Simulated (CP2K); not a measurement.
# AlRu under changes of volume

One of the cells (13.387 Å³/atom); the others are scaled copies at fixed shape and fractional positions:

```
Ru Al
1.0
     2.99160    0.00000    0.00000
     0.00000    2.99160    0.00000
     0.00000    0.00000    2.99160
Ru Al
1 1
Direct
  0.50000 0.50000 0.50000
  0.00000 0.00000 0.00000
```

| Item | Value |
| --- | --- |
| Program | CP2K 2026.2 |
| Functional | r2SCAN |
| Potentials or basis | POTENTIAL_UZH Ru GTH-SCAN-q16, Al GTH-SCAN-q3; TZVP-MOLOPT-SCAN-GTH basis |
| Density cutoff | 9184 eV |
| k mesh | 9 × 9 × 9 |
| Occupations | fermi-dirac, width 0.0259 eV |
| Spin | no spin polarisation |

```tsv
volume (Å³/atom)	energy over the lowest point (meV/atom)	pressure (GPa)
12.584	59.76	20.2
12.851	30.84	14.1
13.119	12.04	8.5
13.387	2.05	3.5
13.655	0.00	-1.0
13.922	?	?
14.190	16.68	-8.7
```

Task: What does the run at 13.922 Å³/atom give?

Result: Energy over the lowest point 5.12 meV/atom; pressure -5.0 GPa.

Worked out: A Birch-Murnaghan fit of order 3 (a polynomial in V^(-2/3)) to the other rows has its minimum at 13.59 Å³/atom with B0 = V·E''(V) = 222 GPa and B' = 4.7. It gives 5.17 meV/atom at 13.922 Å³/atom, against the run's 5.12, and -dE/dV = -5.0 GPa, against -5.0.

Energies are extrapolated to zero smearing.

Caveats: the basis of atomic orbitals isn't converged, which shifts pressures, moduli and gaps.
